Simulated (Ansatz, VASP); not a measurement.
## One calculation of Ta, two programs

Contents of INCAR:

```
  ALGO = Normal
  DIPOL = 0.5 0.5 0.263
  EDIFF = 1E-6
  ENCUT = 520
  GGA = PS
  IDIPOL = 3
  ISIF = 2
  ISMEAR = -1
  LASPH = True
  LCHARG = False
  LDIPOL = True
  LREAL = False
  LWAVE = False
  NBANDS = 18
  NELM = 60
  PREC = Accurate
  SIGMA = 0.05
```

The input KPOINTS:

```
k-points
0
Gamma
  10 10 1
```

POSCAR

```
Ta
1.0
    2.7189800000      0.0000000000      0.0000000000
    0.0000000000      2.7189800000      0.0000000000
    0.0000000000      0.0000000000     28.4866400000
Ta
2
Direct
    1.0000000000      0.5000000000      0.3026400000
    0.5000000000      0.0000000000      0.2239200000
```

input.yaml

```yaml
crystal:
  lattice:
    - [2.71898, 0.0, 0.0]
    - [0.0, 2.71898, 0.0]
    - [0.0, 0.0, 28.48664]
  atoms:
    - { symbol: Ta, position: [1.0, 0.5, 0.30264] }
    - { symbol: Ta, position: [0.5, 0.0, 0.22392] }
  periodic: [true, true, false]
kpoints:
  mp_grid: { grid: [10, 10, 1] }
scf:
  occupations: { method: fermi_dirac, width: 0.05 }
hamiltonian:
  xc: pbesol
  pseudopotentials: { kind: all_electron, lapw: { basis_error: 0.002 } }
output:
  forces: true
  stress: true
  eigenvalues: true
```

Alike in both runs: functional PBEsol; k mesh 10 × 10 × 1; occupations fermi-dirac, width 0.05 eV; no spin polarisation.

|  | VASP | Ansatz |
| --- | --- | --- |
| version | VASP 6.6.1 | Ansatz 0.2.0 |
| potentials or method | VASP PAW PBE potentials, release 64 (Ta_pv) | all-electron LAPW, scalar-relativistic |
| plane-wave cutoff (eV) | 520 | see its input |
| task | single point | work function |

Ansatz gave:

| Quantity | Value |
| --- | --- |
| gap on the k mesh at the Fermi level (eV) | none |
| rms of the force components (eV/Å) | 0.241 |

Q: Estimate VASP's values.

A: gap on the k mesh at the Fermi level (eV): none; rms of the force components (eV/Å): 0.240.

Atom by atom the forces differ by 0.001 eV/Å (rms over components). A gap of «none» marks a metal or a gap that the smearing closes. Ansatz ran all-electron here, so the differences hold the error of VASP's frozen core and of both bases.

Caveats: the PAW data sets were made with another functional, which shifts forces and pressure a little (VASP). The runs have no spin-orbit coupling, so splittings on Ta are missing.
